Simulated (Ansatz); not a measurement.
**AlAs: a single-point run**

Aim: a sound single-point run of AlAs. The structure is shown as the input types it.

Computed with Ansatz 0.2.0 (density functional or hybrid calculation with the settings of its input, plane waves (as first typed), unless a step's input says otherwise).

6 further runs of the same task are left out: 2 for a known fault of the program, 4 that didn't finish.

**1. The system as given**

Symmetry: F-43m, No. 216, cubic system. The conventional cell has a = 5.678 Å, b = 5.678 Å, c = 5.678 Å, α = 90.00°, β = 90.00°, γ = 90.00°. Al (site symmetry -43m) has 4 As at 2.46 Å as nearest neighbours. Around As (site symmetry -43m) lie 4 Al at 2.46 Å.

As a file:

```cif
data_structure
_symmetry_space_group_name_H-M 'F-43m'
_symmetry_Int_Tables_number 216
_cell_length_a 5.6778
_cell_length_b 5.6778
_cell_length_c 5.6778
_cell_angle_alpha 90.000
_cell_angle_beta 90.000
_cell_angle_gamma 90.000
_cell_volume 183.04
loop_
_atom_site_label
_atom_site_type_symbol
_atom_site_symmetry_multiplicity
_atom_site_Wyckoff_symbol
_atom_site_fract_x
_atom_site_fract_y
_atom_site_fract_z
_atom_site_occupancy
Al1 Al 4 a 0.00000 0.00000 0.00000 1
As1 As 4 d 0.25000 0.25000 0.75000 1
```

**2. Input and run**

Contents of input.yaml:

```yaml
crystal:
  lattice:
    - [0.0, 2.8389246378, 2.8389246378]
    - [2.8389246378, 0.0, 2.8389246378]
    - [2.8389246378, 2.8389246378, 0.0]
  atoms:
    - { symbol: Al, position: [0.0, 0.0, 0.0] }
    - { symbol: As, position: [0.25, 0.25, 0.25] }
kpoints:
  mp_grid: { grid: [4, 4, 4] }
hamiltonian:
  xc: hse06
scf:
  occupations: { method: gaussian, width: 1.5 }
  n_extra_bands: 4
output:
  forces: true
  stress: true
  eigenvalues: true
```

Started as:

```bash
$ ansatz run input.yaml --threads 4 --pin off --max-ram 3686MiB --backend cpu --events-out ev --progress --plain --runs-dir out
```

**Question.** How will this run end, and is anything wrong with its input?

This run ends as converged, with warnings (stress exchange threshold loose, stress scf threshold loose). Its log warns: «output.stress: scf.convergence.dr2_threshold = 1e-7 eV (the SCF's general default) is looser than the 2e-10 eV advised for a printed stress (1e-10 eV for each atom of the ...»

Look at the input: scf.occupations.method is gaussian; scf.occupations.width is 1.5. A smearing this wide moves electrons out of filled levels into empty ones.

To check: delete scf.occupations.width (the default then holds) and set scf.occupations.method to fixed.
